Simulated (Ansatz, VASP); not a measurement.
# One calculation of SnSe2, two programs

The input INCAR:

```
SYSTEM = SnSe2
ALGO = Normal
EDIFF = 1E-6
ENCUT = 520
GGA = PE
ISIF = 2
ISMEAR = -1
LASPH = .True.
LCHARG = .False.
LREAL = .False.
LWAVE = .False.
NBANDS = 20
NELM = 100
PREC = Accurate
SIGMA = 0.03
```

File KPOINTS:

```
k-points
0
Gamma
  7 7 4
  0 0 0
```

File POSCAR:

```
SnSe2
1.0
    3.8109987816      0.0000000000      0.0000000000
   -1.9054993908      3.3004217586      0.0000000000
    0.0000000000      0.0000000000      6.1370000000
Sn Se
1 2
Direct
    0.0000000000      0.0000000000      0.0000000000
    0.3333333333      0.6666666667      0.2500000000
    0.6666666667      0.3333333333      0.7500000000
```

Input for Ansatz:

```yaml
crystal:
  lattice:
    - [3.8109987816, 0.0, 0.0]
    - [-1.9054993908, 3.3004217586, 0.0]
    - [0.0, 0.0, 6.137]
  atoms:
    - { symbol: Sn, position: [0.0, 0.0, 0.0] }
    - { symbol: Se, position: [0.3333333333, 0.6666666667, 0.25] }
    - { symbol: Se, position: [0.6666666667, 0.3333333333, 0.75] }
kpoints:
  mp_grid: { grid: [7, 7, 4] }
  band_path:
    path:
      - [0.0, 0.0, 0.0]
      - [0.5, 0.0, 0.0]
      - [0.3333333333, 0.3333333333, 0.0]
      - [0.0, 0.0, 0.0]
      - [0.0, 0.0, 0.5]
      - [0.5, 0.0, 0.5]
      - [0.3333333333, 0.3333333333, 0.5]
      - [0.0, 0.0, 0.5]
      - [0.5, 0.0, 0.5]
    npoints: 8
scf:
  occupations: { method: fermi_dirac, width: 0.03 }
hamiltonian:
  xc: pbe
  pseudopotentials: { kind: all_electron, lapw: { basis_error: 0.001 } }
output:
  forces: true
  stress: true
  eigenvalues: true
  fatbands: true
  populations: true
  dos: { projected: true, de: 0.2, e_range: [-14, 8] }
```

Alike in both runs: task single point; functional PBE; k mesh 7 × 7 × 4; occupations fermi-dirac, width 0.03 eV; no spin polarisation.

```csv
,VASP,Ansatz
version,VASP 6.6.1,Ansatz 0.2.0
potentials or method,"VASP PAW PBE potentials, release 64 (Sn_d, Se)","all-electron LAPW, scalar-relativistic"
plane-wave cutoff (eV),520,see its input
```

```csv
,VASP,Ansatz,Ansatz less VASP
pressure (GPa),5.4,5.3,-0.10
largest component of the traceless stress (GPa),0.86,0.85,-0.005
rms of the force components (eV/Å),0.345,0.337,-0.0085
```

Atom by atom the forces differ by 0.008 eV/Å (rms over components). Ansatz ran all-electron here, so the differences hold the error of VASP's frozen core and of both bases.

Caveats: spin-orbit coupling is left out, which moves the levels of the heavy elements; an odd mesh through Γ misses points on the zone boundary, where band edges often lie; the cell's inner coordinates are idealised or old, which leaves forces on the atoms; this functional lacks dispersion, which binds the layers, so the pressure and a relaxed spacing across them are unreliable.
